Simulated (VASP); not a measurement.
Write the native input for VASP 6.6.1 that does the following.

```
Task                   : relaxation of cell and atoms
Functional             : BLYP
Potentials or basis    : VASP PAW PBE potentials, release 64 (Cd)
Cutoff                 : 600 eV
k mesh                 : 10 × 10 × 10
Occupations            : fermi-dirac, width 0.05 eV
Spin                   : no spin polarisation
Further INCAR settings : ALGO = Normal; EDIFF = 1e-07; IBRION = 2; EDIFFG = -0.01; NSW = 40; ISIF = 3
```

The structure of Cd lies in POSCAR:

```
Cd
1.0
   -1.7843220000      1.7843220000      1.7843220000
    1.7843220000     -1.7843220000      1.7843220000
    1.7843220000      1.7843220000     -1.7843220000
Cd
1
Direct
    0.0000000000      0.0000000000      0.0000000000
```

This isn't the form of Cd at room conditions, which is hcp.

The input as run:

INCAR

```
SYSTEM = Cd
PREC = Accurate
ENCUT = 600
EDIFF = 1E-7
ISMEAR = -1
SIGMA = 0.05
LREAL = .False.
LASPH = .True.
NELM = 100
ALGO = Normal
ISIF = 3
LWAVE = .False.
LCHARG = .False.
GGA = B5
ALDAX = 1.0
AGGAX = 1.0
AGGAC = 1.0
ALDAC = 0.0
IBRION = 2
NSW = 40
EDIFFG = -0.01
```

KPOINTS

```
Automatic mesh
0
Gamma
  10 10 10
  0 0 0
```

Potentials or basis: VASP PAW PBE potentials, release 64 (Cd).

Command:

```console
$ cat potpaw_PBE.64/Cd/POTCAR > POTCAR
$ mpirun -np 1 vasp_std > vasp.out
```

It gave:

```
Relaxed volume                         : 28.00 Å³/atom
Relaxed cell                           : a = 3.313 Å, b = 3.313 Å, c = 3.313 Å, α = 109.47°, β = 109.47°, γ = 109.47°
Space group after relaxing (to 0.05 Å) : Im-3m (No. 229)
Energy gained by relaxing              : 78.8 meV/atom
Ionic steps                            : 6
Pressure after relaxing                : 0.0 GPa
Band gap on the k mesh                 : none (metal or under the smearing width)
```

Caveat: the volume moved by over 15 % at a fixed basis, so the end points are rough; the PAW data sets were made with another functional, which shifts forces and pressure a little.

It took 75 s on 1 thread of Intel(R) Xeon(R) Platinum 8488C (Sapphire Rapids), on a shared host, peak memory 0.16 GiB.
